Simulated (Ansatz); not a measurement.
Eigenvalues along a path: Hf (bcc type)

```
CELL_PARAMETERS angstrom
-1.77404 1.77404 1.77404
1.77404 -1.77404 1.77404
1.77404 1.77404 -1.77404
ATOMIC_POSITIONS crystal
Hf 0.00000 0.00000 0.00000
```

The cell comes from a relaxation on PAW files under the same functional, begun from a prototype that needn't be the stable phase.

Computed with Ansatz 0.2.0; functional PBE, scalar-relativistic. Settings: a Γ-centred 17×17×17 k mesh, Fermi–Dirac smearing of 0.08 eV, no spin polarisation. Methods: LAPW: all electrons, basis error target 1 meV/atom.

Spin–orbit coupling is left out, which matters for the heavy atoms.

Path points, in fractions of the reciprocal vectors: Γ (0.000, 0.000, 0.000), H (0.500, -0.500, 0.500), N (0.000, 0.000, 0.500), P (0.250, 0.250, 0.250). The distance column jumps between branches of the path. Levels in eV from the Fermi level; bands 10 to 20, counted from the lowest band of the run. The gap is zero, the pressure 0.01 GPa.

```
# k(1/Å) point b10 b11 b12 b13 b14 b15 b16 b17 b18 b19 b20
0.000 Γ -11.50 -11.50 -11.50 -11.43 -11.43 -11.43 -11.40 -7.03 1.52 1.52 1.52
0.253 - -11.50 -11.50 -11.50 -11.44 -11.43 -11.43 -11.41 -6.66 1.45 1.45 1.71
0.506 - -11.49 -11.48 -11.48 -11.45 -11.44 -11.44 -11.43 -5.61 1.38 1.38 2.21
0.759 - -11.48 -11.47 -11.47 -11.46 -11.45 -11.44 -11.44 -4.12 0.66 1.56 1.56
1.012 - -11.48 -11.47 -11.46 -11.46 -11.46 -11.44 -11.44 -2.67 -0.70 2.16 2.16
1.265 - -11.50 -11.48 -11.46 -11.46 -11.44 -11.43 -11.43 -2.06 -1.73 3.27 3.27
1.518 - -11.51 -11.47 -11.47 -11.47 -11.43 -11.42 -11.42 -2.37 -2.35 4.89 4.89
1.771 H -11.52 -11.47 -11.47 -11.47 -11.42 -11.42 -11.42 -2.58 -2.58 6.79 6.79
1.950 - -11.52 -11.47 -11.47 -11.47 -11.42 -11.42 -11.42 -2.47 -2.46 5.23 5.33
2.129 - -11.51 -11.47 -11.47 -11.47 -11.43 -11.43 -11.42 -2.19 -2.10 3.50 3.74
2.308 - -11.50 -11.47 -11.47 -11.46 -11.44 -11.43 -11.43 -1.96 -1.53 2.28 2.32
2.486 - -11.49 -11.48 -11.48 -11.45 -11.44 -11.44 -11.43 -2.16 -0.79 1.13 2.04
2.665 - -11.49 -11.49 -11.48 -11.44 -11.44 -11.43 -11.43 -2.72 0.02 0.24 2.70
2.844 - -11.49 -11.49 -11.48 -11.45 -11.43 -11.43 -11.42 -3.20 -0.31 0.75 3.65
3.023 N -11.49 -11.49 -11.48 -11.45 -11.43 -11.43 -11.42 -3.38 -0.50 1.07 4.14
3.202 - -11.49 -11.48 -11.48 -11.45 -11.44 -11.43 -11.42 -3.46 -0.42 0.77 4.20
3.381 - -11.49 -11.48 -11.47 -11.46 -11.45 -11.44 -11.42 -3.84 -0.19 0.36 4.16
3.560 - -11.49 -11.47 -11.47 -11.46 -11.45 -11.44 -11.42 -4.58 0.17 0.39 3.93
3.739 - -11.50 -11.48 -11.48 -11.45 -11.45 -11.44 -11.42 -5.50 0.60 0.79 3.16
3.917 - -11.50 -11.49 -11.49 -11.44 -11.43 -11.43 -11.41 -6.30 1.05 1.24 2.27
4.096 - -11.50 -11.50 -11.50 -11.43 -11.43 -11.43 -11.40 -6.84 1.39 1.47 1.71
4.275 Γ -11.50 -11.50 -11.50 -11.43 -11.43 -11.43 -11.40 -7.03 1.52 1.52 1.52
4.494 - -11.50 -11.50 -11.50 -11.43 -11.43 -11.43 -11.40 -6.75 1.36 1.36 1.85
4.713 - -11.50 -11.49 -11.49 -11.45 -11.43 -11.43 -11.41 -5.96 0.85 0.85 2.83
4.933 - -11.49 -11.48 -11.48 -11.46 -11.44 -11.44 -11.42 -4.80 0.18 0.18 4.25
5.152 - -11.48 -11.48 -11.47 -11.47 -11.44 -11.44 -11.43 -3.41 -0.38 -0.38 4.60
5.371 - -11.48 -11.47 -11.46 -11.46 -11.44 -11.44 -11.44 -1.99 -0.69 -0.69 4.96
5.590 - -11.48 -11.46 -11.46 -11.46 -11.45 -11.44 -11.44 -0.88 -0.75 -0.75 5.21
5.809 P -11.47 -11.46 -11.46 -11.46 -11.45 -11.45 -11.45 -0.64 -0.64 -0.64 5.30
6.028 - -11.48 -11.47 -11.47 -11.45 -11.45 -11.45 -11.44 -1.19 -0.50 -0.50 5.19
6.247 - -11.49 -11.47 -11.47 -11.45 -11.45 -11.44 -11.44 -1.55 -0.49 -0.49 4.87
6.466 - -11.49 -11.48 -11.48 -11.44 -11.44 -11.44 -11.43 -1.21 -0.76 -0.76 4.58
6.685 - -11.50 -11.47 -11.47 -11.45 -11.44 -11.44 -11.43 -1.30 -1.30 -0.03 4.63
6.904 - -11.51 -11.47 -11.47 -11.46 -11.43 -11.43 -11.42 -1.93 -1.93 1.91 5.11
7.123 - -11.52 -11.47 -11.47 -11.47 -11.43 -11.43 -11.42 -2.41 -2.41 4.41 5.92
7.342 H -11.52 -11.47 -11.47 -11.47 -11.42 -11.42 -11.42 -2.58 -2.58 6.79 6.79
8.876 P -11.47 -11.46 -11.46 -11.46 -11.45 -11.45 -11.45 -0.64 -0.64 -0.64 5.30
9.003 - -11.47 -11.46 -11.46 -11.46 -11.45 -11.45 -11.45 -0.85 -0.76 -0.46 5.24
9.129 - -11.48 -11.47 -11.47 -11.45 -11.45 -11.45 -11.44 -1.34 -0.79 -0.20 5.03
9.256 - -11.48 -11.48 -11.47 -11.45 -11.44 -11.44 -11.44 -1.95 -0.76 0.12 4.77
9.382 - -11.48 -11.48 -11.48 -11.45 -11.44 -11.44 -11.43 -2.53 -0.69 0.45 4.52
9.509 - -11.49 -11.49 -11.48 -11.45 -11.44 -11.43 -11.42 -2.98 -0.60 0.76 4.32
9.635 - -11.49 -11.49 -11.48 -11.45 -11.43 -11.43 -11.42 -3.28 -0.53 0.99 4.19
9.762 N -11.49 -11.49 -11.48 -11.45 -11.43 -11.43 -11.42 -3.38 -0.50 1.07 4.14
```
